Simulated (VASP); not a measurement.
# MoSe2 (P6_3/mmc) in VASP: further runs

The runs below take MoSe2 through relaxation of shape and atoms at fixed volume, with PBE.

Program: VASP 6.6.1. These are calculated values, not measurements. Logs are shortened: lines on timing, memory, paths and dates and some standing lists are left out, and cuts for length are marked.

**1. The undisturbed crystal**

Symmetry: P6_3/mmc, No. 194, hexagonal system. Conventional cell: a = 3.288 Å, b = 3.288 Å, c = 12.900 Å, α = 90.00°, β = 90.00°, γ = 120.00°. Mo (site symmetry -6m2) has 6 Se at 2.49 Å as nearest neighbours. Around Se (site symmetry 3m) lie 3 Mo at 2.49 Å.

**2. Relaxation of shape and atoms at fixed volume, PBE (a relaxed cell with its volume scaled by 0.94)**

File INCAR:

```
PREC     = Accurate       # precision mode
ENCUT    = 600            # plane-wave cutoff, eV
EDIFF    = 1E-7           # SCF threshold, eV
ISMEAR   = 0              # smearing method
SIGMA    = 0.03           # smearing width, eV
LREAL    = F              # projectors in reciprocal space
LASPH    = T              # aspherical terms in the spheres
NELM     = 80             # most SCF steps
ALGO     = Normal         # electronic algorithm
ISIF     = 4              # what is computed and relaxed
LWAVE    = F              # write WAVECAR
LCHARG   = F              # write CHGCAR
GGA      = PE             # functional
IBRION   = 2              # ionic algorithm
NSW      = 40             # ionic steps
EDIFFG   = -0.01          # ionic threshold
KPAR     = 2
```

File KPOINTS:

```
regular mesh
0
Gamma
  9 9 2
```

File POSCAR:

```
MoSe2                                   
1.0
    3.2538346196      0.0000000000      0.0000000000
   -1.6269173098      2.8179034403     -0.0000000000
   -0.0000000000     -0.0000000000     14.5676270749
  Mo              Se            
     2     4
Direct
     0.3333333332999970    0.6666666667000030    0.2500000000000000
     0.6666666667000030    0.3333333332999970    0.7500000000000000
     0.3333333332999970    0.6666666667000030    0.6376573890169728
     0.6666666667000030    0.3333333332999970    0.1376573890169800
     0.3333333332999970    0.6666666667000030    0.8623426109830272
     0.6666666667000030    0.3333333332999970    0.3623426109830200
```

Potentials or basis: VASP PAW PBE potentials, release 64 (Mo_sv, Se).

Launch:

```
cat potpaw_PBE.64/Mo_sv/POTCAR potpaw_PBE.64/Se/POTCAR > POTCAR
mpirun -np 2 vasp_std > vasp.out
```

OUTCAR:

```text
PREC = Accurate
   ENCUT = 600
   EDIFF = 1E-7
   ISMEAR = 0
   LREAL = F
   LASPH = T
   NELM = 80
   ISIF = 4
   GGA = PE
   IBRION = 2
   NSW = 40
   EDIFFG = -0.01

 ion  position               nearest neighbor table
   1  0.333  0.667  0.250-   4 2.49   6 2.49   4 2.49   6 2.49   4 2.49   6 2.49
   2  0.667  0.333  0.750-   3 2.49   5 2.49   3 2.49   5 2.49   3 2.49   5 2.49
   3  0.333  0.667  0.638-   2 2.49   2 2.49   2 2.49
   4  0.667  0.333  0.138-   1 2.49   1 2.49   1 2.49
   5  0.333  0.667  0.862-   2 2.49   2 2.49   2 2.49
   6  0.667  0.333  0.362-   1 2.49   1 2.49   1 2.49

  LATTYP: Found a hexagonal cell.
 ALAT       =     3.2538346196
 C/A-ratio  =     4.4770643803

  Lattice vectors:

 A1 = (   3.2538346196,   0.0000000000,   0.0000000000)
 A2 = (  -1.6269173098,   2.8179034403,   0.0000000000)
 A3 = (   0.0000000000,   0.0000000000,  14.5676270749)

Analysis of symmetry for initial positions (statically):
=====================================================================
 Subroutine PRICEL returns:
 Original cell was already a primitive cell.

 Routine SETGRP: Setting up the symmetry group for a
 hexagonal supercell.

 Subroutine GETGRP returns: Found 24 space group operations
 (whereof 12 operations were pure point group operations)
 out of a pool of 24 trial point group operations.

The static configuration has the point symmetry D_3d.
 The point group associated with its full space group is D_6h.

Analysis of symmetry for dynamics (positions and initial velocities):
=====================================================================
 Subroutine PRICEL returns:
 Original cell was already a primitive cell.

 Routine SETGRP: Setting up the symmetry group for a
 hexagonal supercell.

 Subroutine GETGRP returns: Found 24 space group operations
 (whereof 12 operations were pure point group operations)
 out of a pool of 24 trial point group operations.

The dynamic configuration has the point symmetry D_3d.
 The point group associated with its full space group is D_6h.

 Subroutine INISYM returns: Found 24 space group operations
 (whereof 12 operations are pure point group operations),
 and found     1 'primitive' translations

----------------------------------------------------------------------------------------

                                     Primitive cell

  volume of cell :     133.5705

  direct lattice vectors                    reciprocal lattice vectors
     3.253834620  0.000000000  0.000000000     0.307329695  0.177436882  0.000000000
    -1.626917310  2.817903440  0.000000000     0.000000000  0.354873764  0.000000000
     0.000000000  0.000000000 14.567627075     0.000000000  0.000000000  0.068645360

  length of vectors
     3.253834620  3.253834620 14.567627075     0.354873764  0.354873764  0.068645360

  position of ions in fractional coordinates (direct lattice)
     0.333333333  0.666666667  0.250000000
     0.666666667  0.333333333  0.750000000
     0.333333333  0.666666667  0.637657389
     0.666666667  0.333333333  0.137657389
     0.333333333  0.666666667  0.862342611
     0.666666667  0.333333333  0.362342611

  ion indices of the primitive-cell ions
   primitive index   ion index
                 1           1
                 2           2
                 3           3
                 4           4
                 5           5
                 6           6

----------------------------------------------------------------------------------------

 KPOINTS: regular mesh

Automatic generation of k-mesh.
 Grid dimensions read from file:
 generate k-points for:    9    9    2

 Generating k-lattice:

  Cartesian coordinates                     Fractional coordinates (reciprocal lattice)
     0.034147744  0.019715209  0.000000000     0.111111111  0.000000000  0.000000000
     0.000000000  0.039430418  0.000000000     0.000000000  0.111111111  0.000000000
     0.000000000  0.000000000  0.034322680     0.000000000  0.000000000  0.500000000

  Length of vectors
     0.039430418  0.039430418  0.034322680

  Shift w.r.t. Gamma in fractional coordinates (k-lattice)
     0.000000000  0.000000000  0.000000000

 Subroutine IBZKPT returns following result:
 ===========================================

 Found     24 irreducible k-points:

 Following reciprocal coordinates:
            Coordinates               Weight
  0.000000  0.000000  0.000000      1.000000
  0.111111 -0.000000  0.000000      6.000000
  0.222222 -0.000000  0.000000      6.000000
  0.333333 -0.000000  0.000000      6.000000
  0.444444 -0.000000  0.000000      6.000000
  0.111111  0.111111  0.000000      6.000000
[... 16 lines left out ...]
  0.333333  0.222222  0.500000     12.000000
  0.333333  0.333333  0.500000      2.000000
   k-points           NKPTS =     24   k-points in BZ     NKDIM =     24   number of bands    NBANDS=     31
   number of dos      NEDOS =    301   number of ions     NIONS =      6
   total plane-waves  NPLWV =  94080
   dimension x,y,z NGX =    28 NGY =   28 NGZ =  120
   dimension x,y,z NGXF=    56 NGYF=   56 NGZF=  240
   ions per type =               2   4
   NGX,Y,Z   is equivalent  to a cutoff of  14.31, 14.31, 13.69 a.u.
   NGXF,Y,Z  is equivalent  to a cutoff of  28.61, 28.61, 27.39 a.u.
 SYSTEM =  unknown system
   PREC   = accura    normal or accurate (medium, high low for compatibility)
   ISTART =      0    job   : 0-new  1-cont  2-samecut
   ICHARG =      2    charge: 1-file 2-atom 10-const
   ISPIN  =      1    spin polarized calculation?
   LNONCOLLINEAR =      F non collinear calculations
   LSORBIT =      F    spin-orbit coupling
   LASPH  =      T    aspherical Exc in radial PAW
   ENCUT  =  600.0 eV  44.10 Ry    6.64 a.u.   6.50  6.50 29.10*2*pi/ulx,y,z
   NELM   =     80;   NELMIN=  2; NELMDL= -5     # of ELM steps
   EDIFF  = 0.1E-06   stopping-criterion for ELM
   LREAL  =      F    real-space projection
   EDIFFG = -.1E-01   stopping-criterion for IOM
   NSW    =     40    number of steps for IOM
   IBRION =      2    ionic relax: 0-MD 1-quasi-New 2-CG
   NFREE  =      1    steps in history (QN), initial steepest desc. (CG)
   ISIF   =      4    stress and relaxation
   ISYM   =      2    0-nonsym 1-usesym 2-fastsym
   POTIM  = 0.5000    time-step for ionic-motion
   TEBEG  =    0.0;   TEEND  =   0.0 temperature during run
   PSTRESS=    0.0 pullay stress
   NELECT =      52.0000    total number of electrons
   NUPDOWN=      -1.0000    fix difference up-down
   EMIN   =  10.00;   EMAX   =-10.00  energy-range for DOS
   EFERMI =   0.00;   METHOD = LEGACY
   ISMEAR =     0;   SIGMA  =   0.03  broadening in eV -4-tet -1-fermi 0-gaus
   EFERMI_NEDOS =   21; number of points for ismear=-14 and -15
   IALGO  =     38    algorithm
   IMIX   =      4    mixing-type and parameters
     AMIX     =   0.40;   BMIX     =  1.00
     AMIX_MAG =   1.60;   BMIX_MAG =  1.00
  volume/ion in A,a.u.               =      22.26       150.23
  Fermi-wavevector in a.u.,A,eV,Ry     =   1.195380  2.258940 19.441803  1.428932
  Thomas-Fermi vector in A             =   2.331346
   LORBIT       =      0    0 simple, 1 ext, 2 COOP (PROOUT), +10 PAW based schemes
   GGA     = PE    functional components
   LHFCALC =     F    Hartree Fock is set to
   AEXX    =    0.0000 exact exchange contribution
   IVDW    =     0    specifies the selected vdW correction
   LEPSILON=     F    determine dielectric tensor
   LRPA    =     F    only Hartree local field effects (RPA)
 conjugate gradient relaxation of ions
 non-spin polarized calculation
 Gauss-broadening in eV      SIGMA  =   0.03
  energy-cutoff  :      600.00
  volume of cell :      133.57
 maximum number of plane-waves:      4502
 NGX is ok and might be reduce to    28
   NGX = 13   NGY = 13   NGZ = 59

--------------------------------------- Ionic step        1  -------------------------------------------

 number of electron      52.0000000 magnetization

 Free energy of the ion-electron system (eV)
  ---------------------------------------------------
  ext. energy  EPLUGINS =         0.00000000
  ---------------------------------------------------
  free energy    TOTEN  =       -39.79398876 eV

  energy without entropy =      -39.79398876  energy(sigma->0) =      -39.79398876

------------------------ aborting loop because EDIFF is reached ----------------------------------------

  FORCE on cell =-STRESS in cart. coord.  units (eV):
  Direction    XX          YY          ZZ          XY          YZ          ZX
  --------------------------------------------------------------------------------------
  -------------------------------------------------------------------------------------
  Total        5.9260856      5.9260856      6.7554671      0.0000000      0.0000000      0.0000000
  in kB       71.0833859     71.0833859     81.0318157      0.0000000      0.0000000      0.0000000
  external PRESSURE =      74.3995292 kB  Pullay stress =       0.0000000 kB
[... 105 lines left out ...]
  energy  without entropy=      -39.8928195094  energy(sigma->0) =      -39.89281951

--------------------------------------- Ionic step        4  -------------------------------------------

 number of electron      52.0000000 magnetization

 E-fermi :   5.3660     XC(G=0):  -9.9911

 val. band max:        5.0437138685   @ k =   0.3333   0.3333   0.0000
 cond. band min:       6.3810747667   @ k =   0.2222   0.1111   0.0000
 fundamental gap:      1.3373608982
 Fermi energy:         5.3659688587

 k-point     1 :       0.0000    0.0000    0.0000
  band No.  band energies     occupation
      1     -55.8055      2.00000
      2     -55.8055      2.00000
      3     -29.9786      2.00000
      4     -29.9786      2.00000
      5     -29.7714      2.00000
      6     -29.7714      2.00000
[... 922 lines left out ...]
  energy  without entropy=      -39.9728820000  energy(sigma->0) =      -39.97288200

--------------------------------------- Ionic step        7  -------------------------------------------

 number of electron      51.9999998 magnetization

 Free energy of the ion-electron system (eV)
  ---------------------------------------------------
  ext. energy  EPLUGINS =         0.00000000
  ---------------------------------------------------
  free energy    TOTEN  =       -39.97304744 eV

  energy without entropy =      -39.97304744  energy(sigma->0) =      -39.97304744

 E-fermi :   5.3400     XC(G=0): -10.0450

 val. band max:        5.1360174752   @ k =   0.0000   0.0000   0.0000
 cond. band min:       6.3915217113   @ k =   0.2222   0.1111   0.0000
 fundamental gap:      1.2555042360
 Fermi energy:         5.3399805758

 k-point     1 :       0.0000    0.0000    0.0000
  band No.  band energies     occupation
      1     -55.8468      2.00000
      2     -55.8468      2.00000
      3     -29.9923      2.00000
      4     -29.9923      2.00000
      5     -29.8290      2.00000
      6     -29.8290      2.00000
[... 838 lines left out ...]
  FREE ENERGIE OF THE ION-ELECTRON SYSTEM (eV)
  ---------------------------------------------------
  free  energy   TOTEN  =       -39.9730474401 eV

  energy  without entropy=      -39.9730474401  energy(sigma->0) =      -39.97304744

 reached required accuracy - stopping structural energy minimisation
```

Run time: 2.8 min. Hardware: 2 MPI ranks of Intel Xeon 6975P-C (Granite Rapids), shared host; peak memory 0.35 GiB.

Results:

```
Free energy               : -39.9730 eV
Energy gained by relaxing : 29.8 meV/atom
Ionic steps               : 7
Pressure after relaxing   : 0.4 GPa
Band gap on the k mesh    : 1.26 eV, indirect (least direct gap 1.42 eV)
```

The path:
```csv
step,energy change (eV),largest force (eV/Å),pressure (GPa)
1,0.0000,1.0188,7.44
2,-0.0988,0.0664,3.42
3,-0.0988,0.0764,3.46
4,-0.1490,0.0699,2.33
5,-0.1786,0.0635,0.66
6,-0.1789,0.0354,0.22
7,-0.1791,0.0015,0.38
```

Final structure:
```cif
data_structure
_symmetry_space_group_name_H-M 'P 1'
_symmetry_Int_Tables_number 1
_cell_length_a 3.3174
_cell_length_b 3.3174
_cell_length_c 14.0146
_cell_angle_alpha 90.000
_cell_angle_beta 90.000
_cell_angle_gamma 120.000
_cell_volume 133.57
loop_
_atom_site_label
_atom_site_type_symbol
_atom_site_fract_x
_atom_site_fract_y
_atom_site_fract_z
_atom_site_occupancy
Mo1 Mo 0.33333 0.66667 0.25000 1
Mo2 Mo 0.66667 0.33333 0.75000 1
Se1 Se 0.33333 0.66667 0.63076 1
Se2 Se 0.66667 0.33333 0.13076 1
Se3 Se 0.33333 0.66667 0.86924 1
Se4 Se 0.66667 0.33333 0.36924 1
```

Caveat: an odd mesh through Γ misses points on the zone boundary, where band edges often lie; this functional lacks dispersion, which binds the layers, so the pressure and a relaxed spacing across them are unreliable.

**3. Relaxation of shape and atoms at fixed volume, PBE (a relaxed cell with its volume scaled by 0.96)**

INCAR is that of step 2.

KPOINTS is that of step 2.

POSCAR, as its differences from that of step 2:

```diff
@@ -2,5 +2,5 @@
 1.0
-    3.2538346196      0.0000000000      0.0000000000
-   -1.6269173098      2.8179034403     -0.0000000000
-   -0.0000000000     -0.0000000000     14.5676270749
+    3.2767497029      0.0000000000      0.0000000000
+   -1.6383748514      2.8377484846     -0.0000000000
+   -0.0000000000     -0.0000000000     14.6702193781
   Mo              Se
```

Potentials or basis: VASP PAW PBE potentials, release 64 (Mo_sv, Se).

Launch:

```
cat potpaw_PBE.64/Mo_sv/POTCAR potpaw_PBE.64/Se/POTCAR > POTCAR
mpirun -np 2 vasp_std > vasp.out
```

Wall time 3 min (2 MPI ranks of Intel Xeon 6975P-C (Granite Rapids), shared host); peak memory 0.35 GiB.

Results (log left out):

```
Free energy               : -39.9788 eV
Energy gained by relaxing : 12.8 meV/atom
Ionic steps               : 8
Pressure after relaxing   : 0.2 GPa
Band gap on the k mesh    : 1.32 eV, indirect (least direct gap 1.42 eV)
```

The path:
```csv
step,energy change (eV),largest force (eV/Å),pressure (GPa)
1,0.0000,0.6506,4.69
2,-0.0417,0.0609,2.26
3,-0.0417,0.0503,2.21
4,-0.0634,0.0410,1.47
5,-0.0768,0.0287,0.32
6,-0.0768,0.0283,0.28
7,-0.0768,0.0234,0.06
8,-0.0769,0.0007,0.16
```

Final structure:
```xyz
6
Lattice="3.3205 0.0000 0.0000 -1.6603 2.8757 0.0000 0.0000 0.0000 14.2860" Properties=species:S:1:pos:R:3 pbc="T T T"
Mo    0.0000    1.9171    3.5715
Mo    1.6603    0.9586   10.7145
Se    0.0000    1.9171    9.0440
Se    1.6603    0.9586    1.9010
Se    0.0000    1.9171   12.3849
Se    1.6603    0.9586    5.2419
```

Levels at points of the mesh, in eV from the valence-band top:
| k point | band 22 | band 23 | band 24 | band 25 | band 26 | band 27 | band 28 | band 29 | band 30 | band 31 |
| --- | --- | --- | --- | --- | --- | --- | --- | --- | --- | --- |
| (0.00, 0.00, 0.00) | -1.25 | -1.25 | -1.21 | -0.64 | 0.00 | 2.71 | 2.71 | 2.73 | 2.73 | 2.93 |
| (0.00, 0.00, 0.50) | -1.25 | -1.25 | -1.25 | -0.19 | -0.19 | 2.72 | 2.72 | 2.72 | 2.72 | 2.96 |

Caveat: an odd mesh through Γ misses points on the zone boundary, where band edges often lie; this functional lacks dispersion, which binds the layers, so the pressure and a relaxed spacing across them are unreliable.
